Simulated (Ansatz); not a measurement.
A Mg vacancy in rocksalt MgO, 63 atoms, charge −2

All numbers come from Ansatz (PAW, plane waves, no spin–orbit coupling) at the single k point (¼, ¼, ¼) without its symmetry partners. The atoms were relaxed with PBEsol in a fixed cell; other functionals are single points on those atoms unless said otherwise. The valence top and gap of the host come from its small cell on a dense mesh, with the band extrema sought between the mesh points, lined up by the mean potential, PBEsol gap 4.62 eV, HSE06 gap 6.46 eV, r²SCAN gap 5.61 eV. The charge correction uses an assumed dielectric constant of 9.8.

Relaxed structure:

```
O Mg
1.0
     8.42881    0.00000    0.00000
     0.00000    8.42881    0.00000
     0.00000    0.00000    8.42881
O Mg
32 31
Direct
  0.24878 0.00013 0.99967
  0.24718 0.00009 0.49965
  0.24722 0.50013 0.99960
  0.23491 0.50015 0.49967
  0.75124 0.00010 0.99960
  0.75279 0.00018 0.49958
  0.75279 0.50010 0.99962
  0.76505 0.50006 0.49958
  0.00002 0.24889 0.99958
  0.00001 0.24731 0.49964
  0.00002 0.75130 0.99961
  0.99991 0.75291 0.49959
  0.50001 0.24733 0.99967
  0.49996 0.23504 0.49961
  0.50000 0.75293 0.99961
  0.50001 0.76520 0.49964
  0.99999 0.00014 0.24840
  0.99999 0.00009 0.75085
  0.00005 0.50009 0.24682
  0.99994 0.50010 0.75240
  0.50001 0.00008 0.24681
  0.49999 0.00014 0.75243
  0.50001 0.50014 0.23453
  0.49999 0.50012 0.76470
  0.24971 0.24981 0.24932
  0.24968 0.24981 0.74997
  0.24971 0.75043 0.24934
  0.24964 0.75042 0.74994
  0.75033 0.24979 0.24929
  0.75030 0.24976 0.74994
  0.75031 0.75040 0.24931
  0.75029 0.75044 0.74989
  0.00004 0.00007 0.99964
  0.99999 0.00011 0.49960
  0.99996 0.50013 0.99961
  0.99997 0.50008 0.49970
  0.50000 0.00015 0.99963
  0.49998 0.00012 0.49961
  0.50004 0.50008 0.99963
  0.25163 0.25181 0.99968
  0.25687 0.25702 0.49968
  0.25163 0.74844 0.99964
  0.25694 0.74323 0.49964
  0.74839 0.25175 0.99960
  0.74315 0.25685 0.49962
  0.74835 0.74842 0.99959
  0.74310 0.74321 0.49957
  0.25163 0.00016 0.25131
  0.25160 0.00009 0.74798
  0.25693 0.50016 0.25654
  0.25686 0.50013 0.74287
  0.74838 0.00013 0.25122
  0.74840 0.00006 0.74796
  0.74308 0.50010 0.25652
  0.74306 0.50006 0.74270
  0.00000 0.25182 0.25128
  0.00001 0.25173 0.74800
  0.00000 0.74838 0.25134
  0.99999 0.74843 0.74791
  0.50001 0.25698 0.25649
  0.49999 0.25690 0.74279
  0.49999 0.74338 0.25640
  0.50001 0.74330 0.74279
```

Chemical potentials μ are those of reference phases of the elements at zero temperature by the same functional (the usual solids, diamond for C, grey Sn, and the molecules H2, N2, O2, F2, Cl2, Br2 and S8).

```tsv
functional	E(defect) − E(host) − Σ nμ + q·E_VBM (eV)	monopole (eV)	alignment (eV)	formation energy at E_F = VBM (eV)	moment (μB)	wall time, shared host
PBEsol	7.98	0.99	0.26	9.23	0 (no spin)	4.2 s on NVIDIA GB300 (relaxation)
HSE06	10.15	0.99	0.27	11.41	0 (no spin)	17 s on NVIDIA GB300
r²SCAN	8.73	0.99	0.27	9.99	0 (no spin)	3.8 s on NVIDIA GB300
```

(1) How does the monopole term follow by hand for this cubic cell?

HSE06 one-electron levels near the gap (the ten most localised at most), from the host's valence top, not corrected for the charge's images:

```tsv
level (eV)	spin	filling	atoms sharing it	element of the atom with most weight
-0.25	both	2.00	12.9	O
-0.25	both	2.00	12.9	O
-0.10	both	2.00	16.7	O
-0.10	both	2.00	16.7	O
```

r²SCAN one-electron levels near the gap (the ten most localised at most), from the host's valence top, not corrected for the charge's images:

| level (eV) | spin | filling | atoms sharing it | element of the atom with most weight |
| --- | --- | --- | --- | --- |
| -0.20 | both | 2.00 | 12.4 | O |
| -0.20 | both | 2.00 | 12.4 | O |
| -0.06 | both | 2.00 | 14.0 | O |
| -0.06 | both | 2.00 | 14.0 | O |

All elements are taken at their own reference at once; growth conditions in equilibrium with the host shift these energies, by up to the host's formation enthalpy.

One k point and a cell of this size can leave errors of several tenths of an eV in such numbers.

## Answers

(1) q²·α·e²/(4πε₀)/(2εL) with the Madelung constant α = 2.837 and e²/4πε₀ = 14.40 eV·Å: 4 × 2.837 × 14.40 / (2 × 9.8 × 8.429) = 0.99 eV.
